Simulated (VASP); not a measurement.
Output of a VASP run:

**OSZICAR**
```
       N       E                     dE             d eps       ncg     rms          rms(c)
DAV:   1    -0.714415776496E+04   -0.71442E+04   -0.13873E+04   544   0.934E+02
DAV:   2    -0.742950803574E+04   -0.28535E+03   -0.28031E+03   670   0.266E+02
DAV:   3    -0.745749553001E+04   -0.27987E+02   -0.27935E+02   592   0.101E+02
DAV:   4    -0.745852350687E+04   -0.10280E+01   -0.10274E+01   822   0.244E+01
DAV:   5    -0.181460973978E+02    0.74404E+04   -0.23700E+01   648   0.439E+01    0.816E+00
DAV:   6    -0.181234035129E+02    0.22694E-01   -0.17710E+00   584   0.824E+00    0.622E+00
DAV:   7    -0.181223210194E+02    0.10825E-02   -0.39833E-01   746   0.293E+00    0.478E+00
DAV:   8    -0.181267476417E+02   -0.44266E-02   -0.46014E-02   698   0.104E+00    0.310E+00
DAV:   9    -0.181260602514E+02    0.68739E-03   -0.57804E-03   652   0.407E-01    0.180E+00
DAV:  10    -0.181257368331E+02    0.32342E-03   -0.14500E-03   642   0.226E-01    0.100E+00
DAV:  11    -0.181257918893E+02   -0.55056E-04   -0.56480E-04   642   0.139E-01    0.535E-01
DAV:  12    -0.181258914666E+02   -0.99577E-04   -0.21632E-04   726   0.873E-02    0.280E-01
DAV:  13    -0.181259593150E+02   -0.67848E-04   -0.89845E-05   616   0.553E-02    0.147E-01
DAV:  14    -0.181259990386E+02   -0.39724E-04   -0.44700E-05   704   0.379E-02    0.784E-02
DAV:  15    -0.181260210018E+02   -0.21963E-04   -0.22648E-05   580   0.258E-02    0.426E-02
DAV:  16    -0.181260327549E+02   -0.11753E-04   -0.11906E-05   590   0.181E-02    0.238E-02
DAV:  17    -0.181260388677E+02   -0.61128E-05   -0.60935E-06   528   0.126E-02    0.137E-02
DAV:  18    -0.181260420610E+02   -0.31933E-05   -0.32249E-06   518   0.915E-03    0.835E-03
DAV:  19    -0.181260436538E+02   -0.15928E-05   -0.16339E-06   450   0.633E-03    0.545E-03
DAV:  20    -0.181260444031E+02   -0.74926E-06   -0.82280E-07   408   0.483E-03
   1 F= -.18126044E+02 E0= -.18126044E+02  d E =-.522184E-12
```

File OUTCAR:
```
------------------------ aborting loop because EDIFF is reached ----------------------------------------
  FORCE on cell =-STRESS in cart. coord.  units (eV):
  Direction    XX          YY          ZZ          XY          YZ          ZX
  --------------------------------------------------------------------------------------
  Total        3.0232519      3.0232519      3.0232519     -0.0000000      0.0000000     -0.0000000
  in kB       20.9748031     20.9748031     20.9748031     -0.0000000      0.0000000     -0.0000000
  external PRESSURE =      20.9748031 kB  Pullay stress =       0.0000000 kB
  volume of cell :      230.93
      direct lattice vectors                 reciprocal lattice vectors
     6.135204000  0.000000000  0.000000000     0.162993765  0.000000000  0.000000000
     0.000000000  6.135204000  0.000000000     0.000000000  0.162993765  0.000000000
     0.000000000  0.000000000  6.135204000     0.000000000  0.000000000  0.162993765
 POSITION                                       TOTAL-FORCE (eV/Angst)
 -----------------------------------------------------------------------------------
      3.06760      3.06760      3.06760         0.000000      0.000000      0.000000
      0.00000      0.00000      0.00000         0.000000      0.000000      0.000000
      0.00000      0.00000      3.06760         0.000000      0.000000      0.000000
      3.06760      0.00000      0.00000         0.000000      0.000000      0.000000
      0.00000      3.06760      0.00000         0.000000      0.000000      0.000000
 -----------------------------------------------------------------------------------
    total drift:                               -0.000001      0.000008     -0.000003
  FREE ENERGIE OF THE ION-ELECTRON SYSTEM (eV)
  ---------------------------------------------------
  free  energy   TOTEN  =       -18.1260444031 eV

  energy  without entropy=      -18.1260444031  energy(sigma->0) =      -18.12604440

  exchange ACFDT corr.  =         0.00000000  see jH, gK, PRB 81, 115126
```
(Selected blocks of OUTCAR.)

### POSCAR
```
CsPbI3
1
    6.1352040000     0.0000000000     0.0000000000
    0.0000000000     6.1352040000     0.0000000000
    0.0000000000     0.0000000000     6.1352040000
Cs Pb I
1 1 3
Direct
  0.5000000000   0.5000000000   0.5000000000
  0.0000000000   0.0000000000   0.0000000000
  0.0000000000   0.0000000000   0.5000000000
  0.5000000000   0.0000000000   0.0000000000
  0.0000000000   0.5000000000   0.0000000000
```

**Question.** Reconstruct the remaining input files.

**Answer.** One answer among several that fit: the input of the run itself, PBE0 hybrid, plane waves, VASP's PBE PAW potentials (set 64).

File KPOINTS:
```
Automatic mesh
0
G
 4 4 4
```

INCAR:
```
AEXX = 0.25
ALGO = Normal
EDIFF = 1E-6
ENCUT = 300
GGA = PE
HFRCUT = -1
ISIF = 2
ISMEAR = 0
ISYM = 3
LASPH = .TRUE.
LCHARG = .FALSE.
LHFCALC = .TRUE.
LMAXMIX = 4
LREAL = .FALSE.
LWAVE = .FALSE.
NELM = 100
PREC = Accurate
PRECFOCK = Fast
SIGMA = 0.01
SYSTEM = CsPbI3
```

POTCAR, in this order: Cs_sv Pb_d I (PBE.64 set). Program: vasp_std.

At this cut-off the stress carries a Pulay error, which pulls relaxed volumes low.

The structure comes from a computed database's CsPbI3 entry; how it stands against other phases isn't given here. The cell was not relaxed at this level. The run is one of a series of settings (AEXX = 0.25, HFRCUT = -1, ISYM = 3, LHFCALC = .TRUE., PRECFOCK = Fast, KPOINTS 4×4×4 Γ-centred mesh against the base run), some of them coarse on purpose.
